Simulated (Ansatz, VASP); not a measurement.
SnSe2 in VASP and in Ansatz

```
CELL_PARAMETERS angstrom
3.87263 0.00000 0.00000
-1.93631 3.35379 0.00000
0.00000 0.00000 7.19430
ATOMIC_POSITIONS crystal
Sn 0.00000 0.00000 0.00000
Se 0.33333 0.66667 0.22167
Se 0.66667 0.33333 0.77833
```

Alike in both runs: functional PBE; k mesh 12 × 12 × 4; occupations gaussian, width 0.02 eV; no spin polarisation.

Ansatz relaxed the structure, and its values are those at the end. VASP's run is a single point on that final structure, the one shown.

```csv
,VASP,Ansatz
version,VASP 6.6.1,Ansatz 0.2.0
potentials or method,"VASP PAW PBE potentials, release 64 (Sn_d, Se)","scalar-relativistic, plane waves, PAW"
plane-wave cutoff (eV),520,420
valence electrons in the cell,26,46
```

Ansatz gave:

* gap on the k mesh at the Fermi level (eV): 0.71
* least direct gap on the mesh (eV): 1.07
* pressure (GPa): -0.1
* rms of the force components (eV/Å): 0.001

Q: Estimate VASP's values.

A: gap on the k mesh at the Fermi level (eV): 0.71; least direct gap on the mesh (eV): 1.07; pressure (GPa): 0.0; rms of the force components (eV/Å): 0.005.

The two sets of potentials don't hold the same shells in valence.

Caveats: spin-orbit coupling is left out, which moves the levels of the heavy elements; this functional lacks dispersion, which binds the layers, so the pressure and a relaxed spacing across them are unreliable. A k mesh can miss the band edges.
